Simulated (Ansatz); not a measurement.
FeS2: ⁵⁷Fe Mössbauer parameters

Cell: an entry of the Crystallography Open Database (COD) (the entry's cell lengths or inner coordinates differ somewhat from later room-temperature determinations), atoms as given.

Space group Pnnm (No. 58); a = 4.4400, b = 5.3900, c = 3.3700 Å.

| site | Wyckoff | site symmetry | x | y | z |
| --- | --- | --- | --- | --- | --- |
| Fe | 2a | ..2/m | 0.0000 | 0.0000 | 0.0000 |
| S | 4g | ..m | 0.2030 | 0.3750 | 0.0000 |

One atom of each set is listed.

Method: Kohn–Sham DFT in Ansatz, PBE, plane waves and PAW, scalar-relativistic, collinear spin, 420 eV cutoff, Γ-centred 10×8×13 k-points, Fermi–Dirac smearing 0.05 eV. Start moments as typed (μB): 3 on each Fe, none on the rest.

Isomer shifts (against α-Fe) follow from the electron density at the nucleus, δ = α(ρ − ρ₀), with α = -0.366 mm s⁻¹ a₀³ and ρ₀ = 14904.00 a₀⁻³ from a line fitted to 10 measured compounds at this level of theory (rms miss 0.11 mm/s). ΔE_Q = ½eQV_zz(1 + η²/3)^½ with Q = 0.160 b for the 14.4 keV state.

(1) What would the ⁵⁷Fe spectrum's parameters be?

Answers

(1) 

```tsv
site	atoms	first shell	ρ − ρ₀ (a₀⁻³)	δ (mm/s)	ΔE_Q (mm/s)	η
Fe	2	6 S at 2.21–2.24 Å	-0.63	0.23	-0.53	0.72
```

The shift of Fe is in the range of low-spin iron, and the site carries no moment.

With these PAW files V_zz is typically within 2 to 3 % of all-electron values, but misses above 10 % occur on Fe. The start moments die out, and the run ends without spin.

The run took 23 s of wall time (78 s of CPU time) and 1.2 GiB at its peak, on 4 threads of Intel Xeon Platinum 8488C (Sapphire Rapids) (x86_64; 16 cores open to the job, memory cap 8.0 GiB, no GPU), a shared host with a load of 0.3 a core.
